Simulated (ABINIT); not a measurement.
**Si in ABINIT: convergence with cutoff**

The system is Si.

```
CELL_PARAMETERS angstrom
3.83132 0.00000 0.00000
-1.91566 3.31802 0.00000
0.00000 0.00000 6.33262
ATOMIC_POSITIONS crystal
Si 0.66667 0.33333 0.93699
Si 0.33333 0.66667 0.43699
Si 0.66667 0.33333 0.56301
Si 0.33333 0.66667 0.06301
```

This isn't the form of Si at room conditions, which is diamond.

```yaml
Program: ABINIT 10.8.3 (patched build)
Task: single point
Functional: PBE
Potentials_or_basis: PseudoDojo NC SR PBE v0.5 standard
Cutoff: 190 eV
k_mesh: 8 × 8 × 4
Occupations: methfessel-paxton, width 0.05 eV
Spin: no spin polarisation
```

These are the settings of the first run; the series varies cutoff, with any setting tied to it.

Hardware: 1 thread of Arm Neoverse V1 (shared host).

```
 cutoff  energy less the tightest run (meV/atom)  pressure (GPa)  largest force (eV/Å)  gap on the mesh (eV)  SCF cycles  CPU time (s)  peak memory (GiB)
   7 Ha                                   110.43           -1.69                 0.003                 0.463           8           4.6               0.06
   9 Ha                                    25.83            0.59                 0.006                 0.431           8           5.9               0.06
  11 Ha                                     7.09            1.23                 0.007                 0.422           8           8.2               0.06
12.5 Ha                                     4.13            1.33                 0.006                 0.419           8           9.3               0.06
15.5 Ha                                     1.31            1.32                 0.007                 0.417           8            13               0.06
  18 Ha                                     0.37            1.35                 0.007                 0.417           8            17               0.07
20.5 Ha                                     0.13            1.37                 0.007                 0.417           8            20               0.07
24.5 Ha                                     0.07            1.37                 0.007                 0.417           9            29               0.09
  29 Ha                                     0.00            1.37                 0.007                 0.417           9            35               0.09
```

Against the tightest run, the energy stays within 1 meV/atom from 18 Ha on; the pressure stays within 0.1 GPa from 12.5 Ha on; the largest force stays within 0.005 eV/Å from 7 Ha on; the gap on the mesh stays within 0.01 eV from 11 Ha on. The tightest run that finished is the yardstick and may itself not be fully converged.
